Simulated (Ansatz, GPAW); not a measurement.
Given: the input of a run of GPAW 26.7.0 (ASE script) on HfN. 

File run.py:

```python
from ase.dft.bandgap import bandgap
from ase.io import read, write
from ase.units import GPa
from gpaw import GPAW, PW

atoms = read('POSCAR')

calc = GPAW(mode=PW(800),
            xc='RPBE',
            kpts={'size': (10, 10, 10), 'gamma': True},
            occupations={'name': 'methfessel-paxton', 'order': 0, 'width': 0.05},
            nbands=19,
            convergence={'density': 1e-05, 'energy': 1e-05},
            maxiter=150,
            txt='gpaw.txt')
atoms.calc = calc
energy = atoms.get_potential_energy()
forces = atoms.get_forces()
stress = atoms.get_stress()
calc.write('gs.gpw')
write('result.traj', atoms)
print(f'Energy: {energy:.6f} eV')
print('Forces (eV/A):')
print(forces.round(4))
print('Stress (GPa):', (stress / GPa).round(3))
print('Fermi level:', round(calc.get_fermi_level(), 4), 'eV')
print(f'Gap: {bandgap(calc)[0]:.4f} eV, direct: {bandgap(calc, direct=True)[0]:.4f} eV')
```

Contents of POSCAR:

```
HfN
1.0
    0.0000000000      2.2560000000      2.2560000000
    2.2560000000      0.0000000000      2.2560000000
    2.2560000000      2.2560000000      0.0000000000
Hf N
1 1
Direct
    0.0000000000      0.0000000000      0.0000000000
    0.5000000000      0.5000000000      0.5000000000
```

Potentials or basis: the program's PAW data sets (release 1.2.1) made for this functional, pw.

Command:

```console
$ OMP_NUM_THREADS=1 python run.py
```

Translate it to Ansatz 0.2.0. Potentials or basis there: Ansatz PAW, cutoff 420 eV.

As run (cutoffs and basis follow the program's own potentials, and thresholds, step limits or extra output files can differ):

File input.yaml:

```yaml
crystal:
  lattice:
    - [0.0, 2.256, 2.256]
    - [2.256, 0.0, 2.256]
    - [2.256, 2.256, 0.0]
  atoms:
    - { symbol: Hf, position: [0.0, 0.0, 0.0] }
    - { symbol: "N", position: [0.5, 0.5, 0.5] }
hamiltonian:
  xc: rpbe
  pseudopotentials: { kind: paw }
kpoints:
  mp_grid: { grid: [10, 10, 10] }
scf:
  occupations: { method: gaussian, width: 0.05 }
output:
  forces: true
  stress: true
  eigenvalues: true
  write_density: true
  write_potential: true
  elf: true
  volumetric_format: npy
```

Potentials or basis: Ansatz PAW.

Command:

```bash
$ ansatz run input.yaml --threads 2 --pin off --max-ram 5632MiB --backend cpu --events-out ev --progress --plain --runs-dir out
```

Both were run:

|  | GPAW | Ansatz |
| --- | --- | --- |
| Pressure | 12.0 GPa | 11.3 GPa |

Ansatz's pressure holds a Pulay term of +0.46 GPa for its cutoff of 420 eV, which the other run lacks.

The potentials hold 17 and 31 valence electrons a cell.

Ansatz's potentials were made for PBE.

Where Ansatz's input types no cutoff or centring, it takes its own default and a Γ-centred mesh.

The cell lies far from this level's equilibrium.

Pressure is positive in compression.
